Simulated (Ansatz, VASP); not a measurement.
## V in VASP and in Ansatz

```
V
1.0
    -1.47949    1.47949    1.47949
     1.47949   -1.47949    1.47949
     1.47949    1.47949   -1.47949
V
1
Direct
  0.00000 0.00000 0.00000
```

Alike in both runs: functional PBEsol; k mesh 20 × 20 × 20; occupations gaussian, width 0.1 eV; no spin polarisation.

Ansatz relaxed the structure, and its values are those at the end. VASP's run is a single point on that final structure, the one shown.

```csv
,VASP,Ansatz
version,VASP 6.6.1,Ansatz 0.2.0
potentials or method,"VASP PAW PBE potentials, release 64 (V_sv)","scalar-relativistic, plane waves, PAW"
plane-wave cutoff (eV),520,420
valence electrons in the cell,13,13
```

|  | VASP | Ansatz | Ansatz less VASP |
| --- | --- | --- | --- |
| gap on the k mesh at the Fermi level (eV) | none | none | - |
| pressure (GPa) | 0.3 | 0.0 | -0.31 |

A gap of «none» marks a metal or a gap that the smearing closes.

Caveats: the PAW data sets were made with another functional, which shifts forces and pressure a little (VASP).
